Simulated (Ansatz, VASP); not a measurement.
# Bi in VASP and in Ansatz

```xyz
1
Lattice="-2.0203 2.0203 2.0203 2.0203 -2.0203 2.0203 2.0203 2.0203 -2.0203" Properties=species:S:1:pos:R:3 pbc="T T T"
Bi    0.0000    0.0000    0.0000
```

Change from the starting cell: volume scaled by 1.06.

Alike in both runs: task single point; functional PBE; k mesh 9 × 9 × 9; occupations fermi-dirac, width 0.05 eV; no spin polarisation.

|  | VASP | Ansatz |
| --- | --- | --- |
| version | VASP 6.6.1 | Ansatz 0.2.0 |
| potentials or method | VASP PAW PBE potentials, release 64 (Bi_d), cutoff 520 eV | all-electron LAPW, scalar-relativistic |

```csv
,VASP,Ansatz,Ansatz less VASP
gap on the k mesh at the Fermi level (eV),none,none,-
pressure (GPa),-2.1,-2.0,+0.07
```

A gap of «none» marks a metal or a gap that the smearing closes. Ansatz ran all-electron here, so the differences hold the error of VASP's frozen core and of both bases.

Caveats: spin-orbit coupling is left out, which moves the levels of the heavy elements.
